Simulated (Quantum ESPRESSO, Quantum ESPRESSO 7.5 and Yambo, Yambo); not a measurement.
# CdS (Hawleyite): G0W0 with and without spin-orbit coupling

Wanted: the effect of spin-orbit coupling on the quasiparticle gap of CdS (Hawleyite).

Main program and level: Quantum ESPRESSO 7.5 and Yambo 5.3.0; PBE and many-body steps on it, plane waves.

**The experiments to reproduce.**

- Gap 2.42 eV: optical gap from inflexion point of photoacoustic spectrum, as-grown film; photoacoustic spectroscopy; film (as-grown chemical bath deposited film, about 0.25 um thick, deposited at 80 C) (“Study of the band--gap shift in CdS films: Influence of thermal annealing in different atmospheres”, 1995, arxiv:cond-mat/9501125).

### 1. Set-up

The structure is cubic, space group F-43m (No. 216). Conventional cell: a = 5.916 Å, b = 5.916 Å, c = 5.916 Å, α = 90.00°, β = 90.00°, γ = 90.00°. Cd has 4 S at 2.56 Å nearest. S has 4 Cd at 2.56 Å nearest. Farther neighbours and most contacts between anions are not listed.

The cell and positions come from the Crystallography Open Database and are kept as given unless a step says otherwise.

### 2. Empty states on the mesh, 4×4×4 mesh, 148 bands

This step: Quantum ESPRESSO 7.5; DFT, PBE, plane waves, norm-conserving pseudopotentials.

The sums over transitions need many empty states on a uniform mesh; this step solves for them.

Contents of pw.in:

```
&control
  calculation = 'nscf'
  prefix = 'x'
  outdir = 'o'
  pseudo_dir = 'pseudo'
/
&system
  ibrav = 0
  nat = 2
  ntyp = 2
  ecutwfc = 94.0
  nbnd = 148
  force_symmorphic = .true.
/
&electrons
  conv_thr = 1e-9
  electron_maxstep = 80
  diago_full_acc = .true.
  diago_thr_init = 5e-6
/
ATOMIC_SPECIES
  Cd 112.41 Cd.upf
  S 32.06 S.upf
CELL_PARAMETERS angstrom
  -0.0000000000 2.9582000000 2.9582000000
  2.9582000000 -0.0000000000 2.9582000000
  2.9582000000 2.9582000000 -0.0000000000
ATOMIC_POSITIONS crystal
  Cd 0.0000000000 0.0000000000 0.0000000000
  S 0.2500000000 0.2500000000 0.2500000000
K_POINTS automatic
  4 4 4 0 0 0
```

Command:

```
$ OMP_NUM_THREADS=1 mpirun -n 4 pw.x -nk 4 -in pw.in > pw.out
```

Output:

```text
Program PWSCF v.7.5 starts

     This program is part of the open-source Quantum ESPRESSO suite
     for quantum simulation of materials; please cite
         "P. Giannozzi et al., J. Phys.:Condens. Matter 21 395502 (2009);
         "P. Giannozzi et al., J. Phys.:Condens. Matter 29 465901 (2017);
         "P. Giannozzi et al., J. Chem. Phys. 152 154105 (2020);
     in publications or presentations arising from this work. More details at

     Atomic positions and unit cell read from directory:
     o/x.save/

     Message from routine setup:
[...]
63.8868  65.6122  65.7160  65.7160  66.1049  66.1049  67.1490  67.7629
     [... 7 further rows ...]
   101.7520 102.7915 103.8096 103.8096 104.5136 104.9439 104.9439 108.1673
   108.1673 108.9662 109.0563 109.0563

          k = 0.3536 0.0000 0.0000 (  5353 PWs)   bands (ev):

     [... further k-points ...]

     highest occupied, lowest unoccupied level (ev):     6.3926    7.4443

     XML data file, pseudopotentials, collected wavefunctions

=------------------------------------------------------------------------------=
   JOB DONE.
=------------------------------------------------------------------------------=
```

Wall time 16 s (4 MPI ranks of Intel Xeon Platinum 8259CL at 2.50GHz (Skylake/Cascade Lake), shared host); peak memory 0.52 GiB.

Numbers from this step:

| Item | Value |
| --- | --- |
| gap | 1.052 eV |
| k of the valence top | 0, 0, 0 |
| k of the conduction bottom | 0, 0, 0 |
| least direct gap | 1.052 eV |
| k points computed | 8 |
| lowest point of the top converged band, above the valence top | 100.8970 eV |

On this mesh the gap is 1.052 eV.

The density comes from a self-consistent run that is not shown.

### 3. Conversion and set-up

This step: Yambo 5.3.0; conversion and set-up on PBE, plane waves, norm-conserving pseudopotentials.

The states are converted to the many-body program's format and the q mesh is built.

Command:

```
$ (cd o/x.save; p2y > p2y.log; mv SAVE ../..); yambo > setup.log
```

Output:

```text
 Yambo, version 5.3.0

 [02] CORE Variables Setup
 =========================

  [02.01] Unit cells
  ==================

  Cell kind             :  FCC
  Atoms in the cell     :  Cd  S
  number of Cd atoms    :  1
  number of S  atoms    :  1

  List of atomic masses
  Mass of Cd    :  112.4100
  Mass of S     :  32.06000

  List of atomic coordinates    : [cc]
  Cd1       :  0.000000  0.000000  0.000000  order 1
  S1       :  2.795094  2.795094  2.795094  order 2

  Alat factors          :  5.590188  5.590188  5.590188 [a.u.]
  Direct lattice volume :  349.3890 [a.u.]
[...]
==========================================

 IBZ Q-points                                      :   8
 BZ  Q-points                                      :   64

 K/Q-points units:
 rlu = crystal or reduced units; cc = cartesian coordinates; iku = interal k-units

 Q [1]          [rlu]:  0.000000  0.000000  0.000000
 Q [2]          [rlu]:  0.70443E-17 -0.68335E-17  0.25000
 Q [3]          [rlu]: -0.14089E-16  0.13667E-16 -0.50000
[...]
Q [7]          [rlu]: -0.55061E-17 -0.50000     -0.50000
 Q [8]          [rlu]:  0.250000 -0.500000 -0.250000

  [03.01] X indexes
  =================

   [03.01.01] Sigma indexes
   ========================

 [06] Game Over & Game summary
```

Elapsed: 4.4 s, on 1 MPI rank; peak memory 0.26 GiB.

### 4. Scalar-relativistic

G0W0 replaces the xc potential by the self-energy, built once from these orbitals. Only a window of levels is corrected, while the sums run over the empty bands that the input names.

This step: G0W0 on PBE, plane waves, norm-conserving pseudopotentials.

Contents of gw1.in:

```
HF_and_locXC
gw0
dyson
ppa
em1d
rim_cut
RandQpts= 1000000
RandGvec= 1 RL
EXXRLvcs= 94 Ry
VXCRLvcs= 376 Ry
Chimod= "HARTREE"
% BndsRnXp
 1 | 148 |
%
NGsBlkXp= 13 Ry
% LongDrXp
 1 | 1 | 1 |
%
% GbndRnge
 1 | 148 |
%
DysSolver= "n"
ExtendOut
PPAPntXp= 27.21138 eV
% QPkrange
 1 | 1 | 12 | 15 |
%
```

Command:

```
$ OMP_NUM_THREADS=1 mpirun -n 4 yambo -F gw1.in -J gw1 -C gw1 > gw1.log
```

Output:

```text
 Yambo, version 5.3.0

 [02] CORE Variables Setup
 =========================

  [... cell, symmetries and grids as in the set-up ...]

  [02.05] Energies & Occupations
  ==============================

  [X] === General ===
  [X] Electronic Temperature                        :  0.000000  0.000000 [eV K]
  [X] Bosonic    Temperature                        :  0.000000  0.000000 [eV K]
  [X] Finite Temperature mode                       : no
  [X] El. density                                   :  0.50218E+24 [cm-3]
  [X] Fermi Level                                   :  6.392592 [eV]

  [X] === Gaps and Widths ===
  [X] Conduction Band Min                           :  1.051727 [eV]
  [X] Valence Band Max                              :  0.000000 [eV]
  [X] Filled Bands                                  :  13
  [X] Empty Bands                                   :   14  148
  [X] Direct Gap                                    :  1.051727 [eV]
  [X] Direct Gap localized at k                     :  1
  [X] Indirect Gap                                  :  1.051727 [eV]
  [X] Indirect Gap between kpts                     :  1  1
  [X] Last valence band width                       :  2.037138 [eV]
  [X] 1st conduction band width                     :  4.188151 [eV]

 [03] Transferred momenta grid and indexing
 ==========================================

 IBZ Q-points                                      :   8
 BZ  Q-points                                      :   64

 K/Q-points units:
 rlu = crystal or reduced units; cc = cartesian coordinates; iku = interal k-units

 Q [1]          [rlu]:  0.000000  0.000000  0.000000
 Q [2]          [rlu]:  0.70443E-17 -0.68335E-17  0.25000
 Q [3]          [rlu]: -0.14089E-16  0.13667E-16 -0.50000
 Q [4]          [rlu]:  0.27447E-16  0.25000      0.25000
 Q [5]          [rlu]: -0.20711E-16  0.25000      0.50000
 Q [6]          [rlu]:  0.13667E-16  0.25000     -0.25000
 Q [7]          [rlu]: -0.55061E-17 -0.50000     -0.50000
 Q [8]          [rlu]:  0.250000 -0.500000 -0.250000

 [04] Coloumb potential Random Integration (RIM)
 ===============================================

  [04.01] RIM initialization
  ==========================

  * Diagonal components only detected *

  8 x (sBL volume)        :  0.088744 [a.u.]
  sBZ random points       :  1000000
  Points outside the sBZ  :   7968281
  RL volume               :  0.709954 [a.u.]
  Integrated volume       :  0.712780 [a.u.]

  [04.02] RIM integrals
  =====================

  Gamma point sphere radius             :  0.080909 [a.u.]
  Points outside the sphere             :   800476
  [Int_sBZ(q=0) 1/q^2]*(Vol_sBZ)^(-1/3) =:  7.776341
                                 should be <:  7.795600

  Summary of Coulomb integrals for non-metallic bands |Q|[au] RIM/Bare

  Q [1] 0.100000E-4 0.997530 * Q [2] 0.243346 1.068862
  Q [4] 0.280992 1.067204 * Q [6] 0.397382 1.029264
  Q [5] 0.465972 1.022872 * Q [3] 0.486692 1.020326
  Q [7] 0.561983 1.017560 * Q [8] 0.628317 1.014601

 [05] Dipoles
 ============

  [05.01] Setup: observables and procedures
  =========================================

 [06] Dynamic Dielectric Matrix (PPA)
 ====================================

 [WR./gw1//ndb.pp]---------------------------------------------------------------
  Brillouin Zone Q/K grids (IBZ/BZ)                :    8   64    8   64
  RL vectors                                       :   6423 [WF]
  Coulomb cutoff potential                         : none
  Electronic Temperature                           :  0.000000 [K]
  Bosonic    Temperature                           :  0.000000 [K]
  PPA    diel. fun.  energies                      : Perdew, Burke & Ernzerhof(X)+Perdew, Burke & Ernzerhof(C)
  wavefunctions                                    : Perdew, Burke & Ernzerhof(X)+Perdew, Burke & Ernzerhof(C)
  Global Gauge                                     : length
  X matrix size                                    :  307
  X band range                                     :    1  148
  X e/h energy range                               : -1.000000 -1.000000 [eV]
  X Time ordering                                  : R
  X Hxc Kernel                                     : HARTREE
  X Drude frequency                                :  0.000000  0.000000
  X poles                                          :  100.0000 [o/o]
  RL vectors in the sum                            :   6423
  [r,Vnl] included                                 : yes
  Field direction                                  :  0.577350E-5  0.577350E-5  0.577350E-5
  BZ energy Double Grid                            : no
  BZ energy DbGd points                            : 0
  BZ Q point size factor                           : -1.000000
  X Optical Averaged directions                    : none

 [07] Local Exchange-Correlation + Non-Local Fock
 ================================================

 [VXC] Plane waves :   43143
 [EXS] Plane waves :   5521

 QP @ state[ 1 ] K range:  1  1
 QP @ state[ 1 ] b range:  12  15

 [xc] Functional : Perdew, Burke & Ernzerhof(X)+Perdew, Burke & Ernzerhof(C)
 [xc] LIBXC used to calculate xc functional
  PP Number of Atomic Species                      :  2
  NLCC RL compoments                               :   43143
  PP Number of Atomic Species                      :  2
  NLCC RL compoments                               :   43143

 [xc] E_xc :  -17.57701 [Ha]
      E_xc :  -35.15403 [Ry]

  Local XC kind (lXC) : Perdew, Burke & Ernzerhof(X)+Perdew, Burke & Ernzerhof(C)
  Non-Local XC kind (nlXC) : Hartree-Fock

  Corrections @ K [1] :  [eV]
 <12|nlXC|12> = -18.07620 -0.38160E-17 <12|lXC|12> = -15.12157  0.000000
 <13|nlXC|13> = -18.07616  0.43274E-19 <13|lXC|13> = -15.12157  0.000000
 <14|nlXC|14> = -6.752441  0.42321E-18 <14|lXC|14> = -10.57228  0.000000
 <15|nlXC|15> = -5.692754 -0.28453E-17 <15|lXC|15> = -10.46378  0.000000

 [08] Dyson equation: Newton solver
 ==================================

  [08.01] G0W0 (W PPA)
  ====================

  [  GW  ] Bands range     :    1  148
  [GW/PPA] G damping       :  0.100000 [eV]

  QP @ state[ 1 ] K range:  1  1
  QP @ state[ 1 ] b range:  12  15

   Sc/G bands                                       :    1  148
   Sc/G damping                                     :  0.100000 ev
   Sc bands terminator                              : no
   Sx RL components                                 :   5521

   QP @ state[ 1 ] K range                          :  1  1
   QP @ state[ 1 ] b range                          :  12  15
   GF energies kind                                 : Perdew, Burke & Ernzerhof(X)+Perdew, Burke & Ernzerhof(C)
   GF WF`s kind                                     : Perdew, Burke & Ernzerhof(X)+Perdew, Burke & Ernzerhof(C)
   Xs energies kind                                 : Perdew, Burke & Ernzerhof(X)+Perdew, Burke & Ernzerhof(C)
   Xs WF`s kind                                     : Perdew, Burke & Ernzerhof(X)+Perdew, Burke & Ernzerhof(C)

 [11] Game Over & Game summary
```

It took 3.9 min on 4 MPI ranks; peak memory 1.8 GiB.

Numbers from this step:

* G0W0 gap on the points computed: 2.030 eV
* starting gap on the mesh: 1.052 eV
* k of the valence top: 0, 0, 0
* k of the conduction bottom: 0, 0, 0
* least direct G0W0 gap on the computed points: 2.030 eV
* Z at the valence top: 0.7823
* Z at the conduction bottom: 0.8131

The gap on the mesh goes from 1.05 eV to 2.03 eV, a correction of +0.98 eV.

### 5. Empty states on the mesh, 4×4×4 mesh, 296 bands

This step: Quantum ESPRESSO 7.5; DFT, PBE with spin-orbit coupling, plane waves, norm-conserving pseudopotentials.

Changes to pw.in since step 2:

```diff
@@ -11,4 +11,6 @@
   ecutwfc = 94.0
-  nbnd = 148
+  nbnd = 296
   force_symmorphic = .true.
+  noncolin = .true.
+  lspinorb = .true.
 /
```

Command:

```
$ OMP_NUM_THREADS=1 mpirun -n 4 pw.x -nk 4 -in pw.in > pw.out
```

Output:

```text
[banner, memory and clock lines left out]
Program PWSCF v.7.5 starts

     Atomic positions and unit cell read from directory:
     o/x.save/

     Message from routine setup:
     using ibrav=0 with symmetry is DISCOURAGED, use correct ibrav instead

     G-vector sticks info

     bravais-lattice index     =            0
     lattice parameter (alat)  =       7.9057  a.u.
     unit-cell volume          =     349.3890 (a.u.)^3
     number of atoms/cell      =            2
     number of atomic types    =            2
     number of electrons       =        26.00
[...]
[... 25 further rows ...]
[...]
k = 0.1768 0.1768-0.1768 (  5357 PWs)   bands (ev):

[...]
[... 25 further rows ...]
[...]
k =-0.3536-0.3536 0.3536 (  5396 PWs)   bands (ev):

[...]
[... 25 further rows ...]
   104.5148 104.5148 104.9335 104.9335 104.9554 104.9554 108.1467 108.1467
   108.1957 108.1957 108.9536 108.9536 109.0530 109.0530 109.0747 109.0747

          k = 0.3536 0.0000 0.0000 (  5353 PWs)   bands (ev):

     [... further k-points ...]

     highest occupied, lowest unoccupied level (ev):     6.4154    7.4506

     XML data file, pseudopotentials, collected wavefunctions
```

Elapsed: 1.7 min, on 4 MPI ranks; peak memory 1.3 GiB.

This step gave:

| Property | Result |
| --- | --- |
| gap | 1.035 eV |
| k of the valence top | 0, 0, 0 |
| k of the conduction bottom | 0, 0, 0 |
| least direct gap | 1.035 eV |
| k points computed | 8 |
| lowest point of the top converged band, above the valence top | 100.8730 eV |

On this mesh the gap is 1.035 eV.

The density comes from a self-consistent run that is not shown, made with spin-orbit coupling and fully relativistic files.

### 6. Conversion and set-up

This step: Yambo 5.3.0; conversion and set-up on PBE with spin-orbit coupling, plane waves, norm-conserving pseudopotentials.

Command:

```
$ (cd o/x.save; p2y > p2y.log; mv SAVE ../..); yambo > setup.log
```

Output:

```text
 Yambo, version 5.3.0

 [02] CORE Variables Setup
 =========================

  [02.01] Unit cells
  ==================

  Cell kind             :  FCC
  Atoms in the cell     :  Cd  S
  number of Cd atoms    :  1
  number of S  atoms    :  1

  List of atomic masses
  Mass of Cd    :  112.4100
  Mass of S     :  32.06000

  List of atomic coordinates    : [cc]
  Cd1       :  0.000000  0.000000  0.000000  order 1
  S1       :  2.795094  2.795094  2.795094  order 2

  Alat factors          :  5.590188  5.590188  5.590188 [a.u.]
  Direct lattice volume :  349.3890 [a.u.]
[...]
==========================================

 IBZ Q-points                                      :   8
 BZ  Q-points                                      :   64

 K/Q-points units:
 rlu = crystal or reduced units; cc = cartesian coordinates; iku = interal k-units

 Q [1]          [rlu]:  0.000000  0.000000  0.000000
 Q [2]          [rlu]:  0.70443E-17 -0.68335E-17  0.25000
 Q [3]          [rlu]: -0.14089E-16  0.13667E-16 -0.50000
[...]
Q [7]          [rlu]: -0.55061E-17 -0.50000     -0.50000
 Q [8]          [rlu]:  0.250000 -0.500000 -0.250000

  [03.01] X indexes
  =================

   [03.01.01] Sigma indexes
   ========================

 [06] Game Over & Game summary
```

It took 5.6 s on 1 MPI rank; peak memory 0.26 GiB.

[end of part 1 of 2]

[Paths, hosts, dates, memory and timing lines, banners, echoed tables and standing remarks are left out of the program output.]

[Logs are printed without paths, hosts, clocks, repeated set-up lines and the standing remarks that a program may print on its own settings, such as how far it seeks lower states.]

[Runs of the session that timed out or met a known fault of the program may be left out.]

[Hosts, paths, dates, database ids (printed as entryN), source tags and the programs' standing remarks are cut or masked in the printed files.]
